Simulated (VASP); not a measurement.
# Sb: molecular dynamics at constant energy

Sb, P2_1/m (no. 11), 12 atoms in the cell. PBE, molecular dynamics; PAW potentials Sb (PBE set).

Ensemble: NVE; Starting temperature (K): 1000.

## Input

INCAR:
```
ALGO = Fast ; ANDERSEN_PROB = 0.0
EDIFF = 1E-6 ; ENCUT = 200
GGA = PE ; IBRION = 0
ISIF = 2 ; ISMEAR = -1
ISYM = 0 ; KPAR = 2
LASPH = T ; LCHARG = F
LREAL = Auto ; LWAVE = F
MDALGO = 1 ; NELM = 60
NELMIN = 4 ; NSW = 60
POTIM = 4.0 ; PREC = Normal
RANDOM_SEED = 310793 0 0 ; SIGMA = 0.05
TEBEG = 1000
```

KPOINTS:
```
k-points
0
Gamma
  2 1 3
```

POSCAR:
```
Sb
1.0
    6.2448040000      0.0000000000      0.0000000000
    0.0000000000     13.0425540000      0.0000000000
   -0.0389150000      0.0000000000      4.4058520000
Sb
12
Direct
    0.0056945000      0.0833333333      0.2411660000
    0.0056945000      0.4166666667      0.2411660000
    0.0056945000      0.7500000000      0.2411660000
    0.5056945000      0.0833333333      0.2411660000
    0.5056945000      0.4166666667      0.2411660000
    0.5056945000      0.7500000000      0.2411660000
    0.4943055000      0.2500000000      0.7588340000
    0.4943055000      0.5833333333      0.7588340000
    0.4943055000      0.9166666667      0.7588340000
    0.9943055000      0.2500000000      0.7588340000
    0.9943055000      0.5833333333      0.7588340000
    0.9943055000      0.9166666667      0.7588340000
```

Commands:
```
cat potpaw_PBE.64/Sb/POTCAR > POTCAR
mpirun -np 2 vasp_std > vasp.out
```

## Result

- Rise of the mean potential energy above the start (meV/atom): 38.5
- Mean temperature (K): 677
- Electronic steps per ionic step after the first: 4.8

Course of the run:

| Time (fs) | Temperature (K) | Potential energy less the first (meV/atom) |
|---|---|---|
| 4 | 1002 | 0.0 |
| 24 | 947 | 6.4 |
| 40 | 792 | 24.8 |
| 60 | 536 | 55.2 |
| 76 | 430 | 67.8 |
| 96 | 480 | 61.8 |
| 112 | 567 | 51.5 |
| 132 | 672 | 39.0 |
| 148 | 732 | 32.0 |
| 168 | 718 | 33.7 |
| 184 | 666 | 39.9 |
| 204 | 651 | 41.6 |
| 220 | 684 | 37.7 |
| 240 | 715 | 33.9 |

The mean temperature lies below the starting 1000 K, since the atoms start on their sites and part of their kinetic energy turns into potential energy.

REPORT:
```
MDALGO =   1
         ANDERSEN_PROB =  0.00000000
               SCALING =       0
                 CNEXP =     9.000   14.000
           RANDOM_SEED =            310793                0                0

   original number of atomic DOF:         33
   number of independent constraints:      0
   number of active DOF:                  33

========================================
         MD step No.       1
========================================

  Atomic velocities initialized by STEP_tb

  >Energies
                    E_tot             E_pot             E_kin               EPS                ES
   e_b>   -0.46732108E+02   -0.48156752E+02    0.14246439E+01    0.00000000E+00    0.00000000E+00

  >Temperature
               T_sim     T_inst
   tmprt>   1000.000   1001.952

  >Thermostat, num. of collisions:                0

           RANDOM_SEED =            310793              144                0

[... steps left out ...]

========================================
         MD step No.      60
========================================

  >Energies
                    E_tot             E_pot             E_kin               EPS                ES
   e_b>   -0.46732368E+02   -0.47749497E+02    0.10171289E+01    0.00000000E+00    0.00000000E+00

  >Temperature
               T_sim     T_inst
   tmprt>   1000.000    715.347

  >Thermostat, num. of collisions:                0

           RANDOM_SEED =            310793             4392                0
```

OSZICAR:
```
N       E                     dE             d eps       ncg     rms          rms(c)
DAV:   1     0.155868948042E+03    0.15587E+03   -0.11800E+04   296   0.592E+02
DAV:   2    -0.348873036262E+02   -0.19076E+03   -0.18561E+03   363   0.145E+02
DAV:   3    -0.478568200943E+02   -0.12970E+02   -0.12771E+02   363   0.376E+01
DAV:   4    -0.481100496713E+02   -0.25323E+00   -0.24975E+00   352   0.538E+00
DAV:   5    -0.481175069876E+02   -0.74573E-02   -0.74354E-02   366   0.832E-01    0.791E+00
RMM:   6    -0.481382812908E+02   -0.20774E-01   -0.19270E-02   296   0.576E-01    0.471E+00
RMM:   7    -0.481554133061E+02   -0.17132E-01   -0.43493E-02   297   0.888E-01    0.184E-01
RMM:   8    -0.481565509058E+02   -0.11376E-02   -0.51205E-03   304   0.359E-01    0.513E-02
RMM:   9    -0.481567285751E+02   -0.17767E-03   -0.10260E-03   323   0.140E-01    0.296E-02
RMM:  10    -0.481567445016E+02   -0.15926E-04   -0.16939E-04   332   0.530E-02    0.176E-02
RMM:  11    -0.481567516408E+02   -0.71392E-05   -0.52593E-05   324   0.245E-02    0.407E-03
RMM:  12    -0.481567534255E+02   -0.17847E-05   -0.13246E-05   305   0.123E-02    0.563E-03
[... left out ...]
     59 T=   712. E= -.46732384E+02 F= -.47745172E+02 E0= -.47729139E+02  EK= 0.10128E+01 SP= 0.00E+00 SK= 0.00E+00
[... last step whole ...]
       N       E                     dE             d eps       ncg     rms          rms(c)
DAV:   1    -0.477493898918E+02   -0.42183E-02   -0.11974E-02   496   0.135E+00    0.683E-03
RMM:   2    -0.477494771518E+02   -0.87260E-04   -0.88878E-04   300   0.800E-02    0.294E-03
RMM:   3    -0.477494945468E+02   -0.17395E-04   -0.16916E-04   323   0.330E-02    0.381E-03
RMM:   4    -0.477494968549E+02   -0.23081E-05   -0.24419E-05   279   0.131E-02    0.354E-03
RMM:   5    -0.477494972615E+02   -0.40656E-06   -0.55172E-06   202   0.632E-03
     60 T=   715. E= -.46732368E+02 F= -.47749497E+02 E0= -.47733334E+02  EK= 0.10171E+01 SP= 0.00E+00 SK= 0.00E+00
```

Limits: 240 fs of 12 atoms are too short for converged averages; the cell is only 4.4 Å across, so each atom moves in step with near copies of itself.

VASP 6.6.1 took 419 s on 2 cores (AMD EPYC 7R13 (Zen 3)), a shared host.
